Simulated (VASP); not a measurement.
# ZrSe2 (P-3m1) in VASP: a series of runs

Aim: see how the results for ZrSe2 move with the level of theory and the settings. Levels: PBE+D3(BJ), LDA. Tasks: relaxation of cell and atoms.

Program: VASP 6.6.1. These are calculated values, not measurements. Logs are shortened: lines on timing, memory, paths and dates and some standing lists are left out, and cuts for length are marked.

## Step 1: Starting point

Symmetry: P-3m1, No. 164, trigonal system. Conventional cell: a = 3.740 Å, b = 3.740 Å, c = 6.028 Å, α = 90.00°, β = 90.00°, γ = 120.00°. Around Zr (site symmetry -3m) lie 6 Se at 2.69 Å. Se (site symmetry 3m) is surrounded by 3 Zr at 2.69 Å.

## Step 2: Relaxation of cell and atoms, PBE+D3(BJ)

Contents of INCAR:

```
  PREC = Accurate
  ENCUT = 600
  EDIFF = 1E-7
  ISMEAR = 0
  SIGMA = 0.03
  LREAL = F
  LASPH = T
  NELM = 80
  ALGO = Normal
  ISIF = 3
  LWAVE = F
  LCHARG = F
  GGA = PE
  IVDW = 12
  IBRION = 2
  NSW = 90
  EDIFFG = -0.005
  KPAR = 4
```

Contents of KPOINTS:

```
Automatic mesh
0
Gamma
  9 9 5
```

Contents of POSCAR:

```
ZrSe2                                   
1.0
    3.7403502371     -0.0000000000      0.0000000000
   -1.8701751186      3.2392383244      0.0000000000
   -0.0000000000      0.0000000000      6.0280665135
  Zr              Se            
     1     2
Direct
     0.0000000000000000    0.0000000000000000    0.0000000000000000
     0.3333333332999970    0.6666666667000030    0.2649979778630382
     0.6666666667000030    0.3333333332999970    0.7350020221369620
```

Potentials or basis: VASP PAW PBE potentials, release 64 (Zr_sv, Se).

Launch:

```bash
> cat potpaw_PBE.64/Zr_sv/POTCAR potpaw_PBE.64/Se/POTCAR > POTCAR
> mpirun -np 4 vasp_std > vasp.out
```

OUTCAR:

```text
PREC = Accurate
   ENCUT = 600
   EDIFF = 1E-7
   ISMEAR = 0
   LREAL = F
   LASPH = T
   NELM = 80
   ISIF = 3
   GGA = PE
   IVDW = 12
   IBRION = 2
   NSW = 90
   EDIFFG = -0.005
 IVDW          = 12

 ion  position               nearest neighbor table
   1  0.000  0.000  0.000-   2 2.69   3 2.69   3 2.69   2 2.69   3 2.69   2 2.69
   2  0.333  0.667  0.265-   1 2.69   1 2.69   1 2.69
   3  0.667  0.333  0.735-   1 2.69   1 2.69   1 2.69

  LATTYP: Found a hexagonal cell.
 ALAT       =     3.7403502371
 C/A-ratio  =     1.6116315669

  Lattice vectors:

 A1 = (   3.7403502371,   0.0000000000,   0.0000000000)
 A2 = (  -1.8701751186,   3.2392383244,   0.0000000000)
 A3 = (   0.0000000000,   0.0000000000,   6.0280665135)

Analysis of symmetry for initial positions (statically):
=====================================================================
 Subroutine PRICEL returns:
 Original cell was already a primitive cell.

 Routine SETGRP: Setting up the symmetry group for a
 hexagonal supercell.

 Subroutine GETGRP returns: Found 12 space group operations
 (whereof 12 operations were pure point group operations)
 out of a pool of 24 trial point group operations.

The static configuration has the point symmetry D_3d.

Analysis of symmetry for dynamics (positions and initial velocities):
=====================================================================
 Subroutine PRICEL returns:
 Original cell was already a primitive cell.

 Routine SETGRP: Setting up the symmetry group for a
 hexagonal supercell.

 Subroutine GETGRP returns: Found 12 space group operations
 (whereof 12 operations were pure point group operations)
 out of a pool of 24 trial point group operations.

The dynamic configuration has the point symmetry D_3d.

 Subroutine INISYM returns: Found 12 space group operations
 (whereof 12 operations are pure point group operations),
 and found     1 'primitive' translations

----------------------------------------------------------------------------------------

                                     Primitive cell

  volume of cell :      73.0354

  direct lattice vectors                    reciprocal lattice vectors
     3.740350237  0.000000000  0.000000000     0.267354642  0.154357275  0.000000000
    -1.870175119  3.239238324  0.000000000     0.000000000  0.308714549  0.000000000
     0.000000000  0.000000000  6.028066513     0.000000000  0.000000000  0.165890671

  length of vectors
     3.740350237  3.740350237  6.028066513     0.308714549  0.308714549  0.165890671

  position of ions in fractional coordinates (direct lattice)
     0.000000000  0.000000000  0.000000000
     0.333333333  0.666666667  0.264997978
     0.666666667  0.333333333  0.735002022

[... 67 lines left out ...]
 SYSTEM =  unknown system
   PREC   = accura    normal or accurate (medium, high low for compatibility)
   ISTART =      0    job   : 0-new  1-cont  2-samecut
   ICHARG =      2    charge: 1-file 2-atom 10-const
   ISPIN  =      1    spin polarized calculation?
   LNONCOLLINEAR =      F non collinear calculations
   LSORBIT =      F    spin-orbit coupling
   LASPH  =      T    aspherical Exc in radial PAW
   ENCUT  =  600.0 eV  44.10 Ry    6.64 a.u.   7.47  7.47 12.04*2*pi/ulx,y,z
   NELM   =     80;   NELMIN=  2; NELMDL= -5     # of ELM steps
   EDIFF  = 0.1E-06   stopping-criterion for ELM
   LREAL  =      F    real-space projection
   EDIFFG = -.5E-02   stopping-criterion for IOM
   NSW    =     90    number of steps for IOM
   IBRION =      2    ionic relax: 0-MD 1-quasi-New 2-CG
   NFREE  =      1    steps in history (QN), initial steepest desc. (CG)
   ISIF   =      3    stress and relaxation
   ISYM   =      2    0-nonsym 1-usesym 2-fastsym
   POTIM  = 0.5000    time-step for ionic-motion
   TEBEG  =    0.0;   TEEND  =   0.0 temperature during run
   PSTRESS=    0.0 pullay stress
   NELECT =      24.0000    total number of electrons
   NUPDOWN=      -1.0000    fix difference up-down
   EMIN   =  10.00;   EMAX   =-10.00  energy-range for DOS
   EFERMI =   0.00;   METHOD = LEGACY
   ISMEAR =     0;   SIGMA  =   0.03  broadening in eV -4-tet -1-fermi 0-gaus
   EFERMI_NEDOS =   21; number of points for ismear=-14 and -15
   IALGO  =     38    algorithm
   IMIX   =      4    mixing-type and parameters
     AMIX     =   0.40;   BMIX     =  1.00
     AMIX_MAG =   1.60;   BMIX_MAG =  1.00
  volume/ion in A,a.u.               =      24.35       164.29
  Fermi-wavevector in a.u.,A,eV,Ry     =   1.129711  2.134845 17.364406  1.276248
  Thomas-Fermi vector in A             =   2.266406
   LORBIT       =      0    0 simple, 1 ext, 2 COOP (PROOUT), +10 PAW based schemes
   GGA     = PE    functional components
   LHFCALC =     F    Hartree Fock is set to
   AEXX    =    0.0000 exact exchange contribution
   IVDW    =    12    specifies the selected vdW correction
   LEPSILON=     F    determine dielectric tensor
   LRPA    =     F    only Hartree local field effects (RPA)
 conjugate gradient relaxation of ions
 non-spin polarized calculation
 Gauss-broadening in eV      SIGMA  =   0.03
  energy-cutoff  :      600.00
  volume of cell :       73.04
 maximum number of plane-waves:      2463
 NGX is ok and might be reduce to    30
   NGX = 15   NGY = 15   NGZ = 25

--------------------------------------- Ionic step        1  -------------------------------------------

 number of electron      24.0000001 magnetization

 Free energy of the ion-electron system (eV)
  ---------------------------------------------------
  ext. energy  EPLUGINS =         0.00000000
  ---------------------------------------------------
  free energy    TOTEN  =       -19.52673144 eV

  energy without entropy =      -19.52663500  energy(sigma->0) =      -19.52668322

------------------------ aborting loop because EDIFF is reached ----------------------------------------

 Edisp (eV)   -1.21589

 E8    (eV) :    -0.5478
[... 155 lines left out ...]
--------------------------------------- Ionic step        5  -------------------------------------------

 number of electron      24.0000001 magnetization

 Free energy of the ion-electron system (eV)
  ---------------------------------------------------
  ext. energy  EPLUGINS =         0.00000000
  ---------------------------------------------------
  free energy    TOTEN  =       -19.52642929 eV

  energy without entropy =      -19.52633469  energy(sigma->0) =      -19.52638199

 E-fermi :   5.0356     XC(G=0):  -9.7882

 val. band max:        5.0227059318   @ k =   0.0000   0.0000   0.0000
 cond. band min:       5.0715070214   @ k =   0.0000   0.4444   0.4000
 fundamental gap:      0.0488010896
 Fermi energy:         5.0356022632

 k-point     1 :       0.0000    0.0000    0.0000
  band No.  band energies     occupation
      1     -44.5647      2.00000
      2     -22.6223      2.00000
      3     -22.5021      2.00000
      4     -22.5021      2.00000
      5      -8.5397      2.00000
      6      -7.1363      2.00000
[... 433 lines left out ...]
      3     -22.5901      2.00000
      4     -22.5388      2.00000
      5      -7.8175      2.00000
      6      -7.2171      2.00000
[... 8 lines left out ...]
     15       7.7015      0.00000
     16       8.5280      0.00000

 [... further k-points ...]

------------------------ aborting loop because EDIFF is reached ----------------------------------------

 Edisp (eV)   -1.21621

 E8    (eV) :    -0.5480
[... 26 lines left out ...]
  FREE ENERGIE OF THE ION-ELECTRON SYSTEM (eV)
  ---------------------------------------------------
  free  energy   TOTEN  =       -20.7426383372 eV

  energy  without entropy=      -20.7425437330  energy(sigma->0) =      -20.74259104

 reached required accuracy - stopping structural energy minimisation
```

OSZICAR:

```text
N       E                     dE             d eps       ncg     rms          rms(c)
DAV:   1     0.189931870211E+03    0.18993E+03   -0.12919E+04  1600   0.154E+03
[... 36 lines left out ...]
DAV:   7    -0.195265764348E+02   -0.56923E-08   -0.14500E-08   904   0.798E-04
   4 F= -.20742638E+02 E0= -.20742591E+02  d E =-.302123E-05
       N       E                     dE             d eps       ncg     rms          rms(c)
DAV:   1    -0.195264328220E+02    0.14361E-03   -0.14857E-04  1600   0.104E-01    0.132E-02
DAV:   2    -0.195264298164E+02    0.30055E-05   -0.14187E-05  1832   0.283E-02    0.530E-03
DAV:   3    -0.195264292650E+02    0.55143E-06   -0.14419E-06  2280   0.770E-03    0.194E-03
DAV:   4    -0.195264292907E+02   -0.25694E-07   -0.39186E-07  2000   0.405E-03
   5 F= -.20742638E+02 E0= -.20742591E+02  d E =-.351708E-05
```

Wall time 30 s (4 MPI ranks of Intel Xeon 6975P-C (Granite Rapids), shared host); peak memory 0.26 GiB.

Results:

```
Free energy                            : -20.7426 eV
Relaxed volume                         : 24.34 Å³/atom
Relaxed cell                           : a = 3.739 Å, b = 3.739 Å, c = 6.032 Å, α = 90.00°, β = 90.00°, γ = 120.00°
Space group after relaxing (to 0.05 Å) : P-3m1 (No. 164)
Energy gained by relaxing              : 0.0 meV/atom
Ionic steps                            : 5
Pressure after relaxing                : 0.0 GPa
Band gap on the k mesh                 : 0.05 eV, indirect (least direct gap 0.94 eV)
Dispersion energy per atom             : -0.405 eV
```

Forces in eV/Å, atoms in the order of the input:
```
Zr   0.000  0.000  0.000
Se   0.000  0.000 -0.003
Se   0.000  0.000  0.003
```

Final structure:
```xyz
3
Lattice="3.7385 0.0000 0.0000 -1.8693 3.2377 0.0000 0.0000 0.0000 6.0322" Properties=species:S:1:pos:R:3 pbc="T T T"
Zr   -1.8693    3.2377    0.0000
Se    0.0000    2.1584    1.5985
Se    1.8693    1.0792    4.4337
```

Caveat: an odd mesh through Γ misses points on the zone boundary, where band edges often lie. As with any semilocal functional, this PBE gap is likely too small.

## Step 3: Relaxation of cell and atoms, LDA

This run uses another cell than the first one, of 25.78 Å³/atom, 1.059 times its volume.

Contents of INCAR:

```
SYSTEM = ZrSe2
ALGO = Normal ; EDIFF = 1E-6
EDIFFG = -0.01 ; ENCUT = 600
GGA = CA ; IBRION = 2
ISIF = 3 ; ISMEAR = 0
LASPH = .TRUE. ; LCHARG = .FALSE.
LREAL = .FALSE. ; LWAVE = .FALSE.
NELM = 80 ; NSW = 90
PREC = Accurate ; SIGMA = 0.03
```

Contents of KPOINTS:

```
k-points
0
G
  9 9 5
  0 0 0
```

Contents of POSCAR:

```
ZrSe2
1.0
    3.7980000000      0.0000000000      0.0000000000
   -1.8990000000      3.2891644836      0.0000000000
    0.0000000000      0.0000000000      6.1920000000
Zr Se
1 2
Direct
    0.0000000000      0.0000000000      0.0000000000
    0.3333333333      0.6666666667      0.2500000000
    0.6666666667      0.3333333333      0.7500000000
```

Potentials or basis: VASP PAW LDA potentials, release 64 (Zr_sv, Se).

Launch:

```bash
> cat potpaw_LDA.64/Zr_sv/POTCAR potpaw_LDA.64/Se/POTCAR > POTCAR
> mpirun -np 1 vasp_std > vasp.out
```

Wall time 9.6 min (1 thread of Intel Xeon Platinum 8488C (Sapphire Rapids), shared host); peak memory 0.23 GiB.

It converged, with:

```yaml
Free_energy: -21.6553 eV
Relaxed_volume: 23.42 Å³/atom
Relaxed_cell: a = 3.695 Å, b = 3.695 Å, c = 5.941 Å, α = 90.00°, β = 90.00°, γ = 120.00°
Space_group_after_relaxing_to_0.05_Å: P-3m1 (No. 164)
Energy_gained_by_relaxing: 20.3 meV/atom
Ionic_steps: 14
Pressure_after_relaxing: 0.0 GPa
Band_gap_on_the_k_mesh: none (metal or under the smearing width)
```

The path:
```
step  energy change (eV)  largest force (eV/Å)  pressure (GPa)  volume (Å³)
   1              0.0000                0.0474           -2.98        77.35
   2             -0.0055                0.7389            3.29        72.11
   3             -0.0297                0.3484            0.11        74.53
   4             -0.0405                0.2221           -0.04        74.06
   5             -0.0443                0.1018           -0.18        73.61
   6             -0.0443                0.0875           -0.22        73.55
   7             -0.0479                0.1007           -0.04        73.03
   8             -0.0555                0.1398            0.51        71.48
   9             -0.0517                0.1962            1.91        68.41
  10             -0.0572                0.1786            1.02        70.37
  11             -0.0588                0.1388            0.80        70.35
  12             -0.0610                0.0199            0.16        70.27
  13             -0.0610                0.0028            0.06        70.26
  14             -0.0610                0.0004            0.03        70.25
```

Final structure:
```yaml
crystal:
  lattice:
    - [3.69531, 0.00000, 0.00000]
    - [-1.84766, 3.20023, 0.00000]
    - [0.00000, 0.00000, 5.94061]
  atoms:
    - { symbol: Zr, position: [0.00000, 0.00000, 0.00000] }
    - { symbol: Se, position: [0.33333, 0.66667, 0.26704] }
    - { symbol: Se, position: [0.66667, 0.33333, 0.73296] }
```

Levels at points of the mesh, in eV from the Fermi level:
```csv
k point,band 10,band 11,band 12,band 13,band 14,band 15
"(0.00, 0.00, 0.00)",0.00,0.00,0.14,0.96,0.96,1.22
```
